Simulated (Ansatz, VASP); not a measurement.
Ag: VASP beside Ansatz

```
Ag
1.0
     0.00000    2.04275    2.04275
     2.04275    0.00000    2.04275
     2.04275    2.04275    0.00000
Ag
1
Direct
  0.00000 0.00000 0.00000
```

Alike in both runs: task relaxation of cell and atoms; functional PBE; k mesh 11 × 11 × 11; occupations fermi-dirac, width 0.05 eV; no spin polarisation.

```csv
,VASP,Ansatz
version,VASP 6.6.1,Ansatz 0.2.0
potentials or method,"VASP PAW PBE potentials, release 64 (Ag_GW)",Ansatz PAW
plane-wave cutoff (eV),630,420
valence electrons in the cell,11,19
```

Ansatz gave:

- relaxed volume (Å³/atom): 17.80
- relaxed cell length with the largest relative difference (Å): 2.931
- energy change over the relaxation (meV/atom): -10

Question: Which values does VASP return?

Answer: Relaxed volume (Å³/atom): 17.75; relaxed cell length with the largest relative difference (Å): 2.928; energy change over the relaxation (meV/atom): -9.

The two sets of potentials don't hold the same shells in valence.

Caveats: the plane-wave basis is chosen anew once the cell has moved, so the energies of steps on either side of that aren't comparable (Ansatz). PBE usually gives volumes a little too large and moduli too small. Zero-point motion and thermal expansion aren't in these numbers.
